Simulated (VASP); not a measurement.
Input of a VASP 6.6.1 run:

The input INCAR:

```
AGGAC = 1.0 ; AGGAX = 1.0
ALDAC = 0.0 ; ALDAX = 1.0
ALGO = Fast ; EDIFF = 1E-6
EDIFFG = -0.02 ; ENCUT = 400
GGA = B5 ; IBRION = 2
ISIF = 2 ; ISMEAR = 0
IVDW = 13 ; LASPH = True
LCHARG = False ; LREAL = False
LWAVE = False ; NELM = 60
NSW = 60 ; PREC = Accurate
SIGMA = 0.01 ; VDW_A1 = 0.44488865
VDW_A2 = 4.0933009 ; VDW_S6 = 1.0
VDW_S8 = 2.34076671
```

KPOINTS

```
k-points
0
Gamma
  1 1 1
```

The input POSCAR:

```
H2CNCl
1.0
   12.0000000000      0.0000000000      0.0000000000
    0.0000000000     11.0000000000      0.0000000000
    0.0000000000      0.0000000000     11.0000000000
N C Cl H
1 1 1 2
Direct
    0.4334958300      0.4283136400      0.4688090900
    0.5164708300      0.4878227300      0.5023363600
    0.6224875000      0.4199590900      0.5843727300
    0.3796791700      0.4823863600      0.4218090900
    0.5340041700      0.5838590900      0.4866818200
```

Potentials or basis: VASP PAW PBE potentials, release 64 (N_s, C_s, Cl, H_s).

The run is started by

```sh
$ cat potpaw_PBE.64/N_s/POTCAR potpaw_PBE.64/C_s/POTCAR potpaw_PBE.64/Cl/POTCAR potpaw_PBE.64/H_s/POTCAR > POTCAR
$ mpirun -np 1 vasp_gam > vasp.out
```

Task: Estimate the gap between the frontier levels.

Result: 4.92 eV.

Task: Estimate the energy gained by relaxing.

Result: 9.6 meV/atom.

Task: What does it give for the dispersion energy per atom?

Result: -0.034 eV.

Forces in eV/Å, atoms in the order of the input:
```
N    0.003 -0.002  0.002
C    0.009  0.016  0.001
Cl  -0.004 -0.014  0.002
H   -0.002 -0.006  0.001
H   -0.006  0.007 -0.006
```

Caveat: the standard files for N, O and F lose accuracy on very short bonds; the PAW data sets were made with another functional, which shifts forces and pressure a little. As with any semilocal functional, this BLYP gap is likely too small.
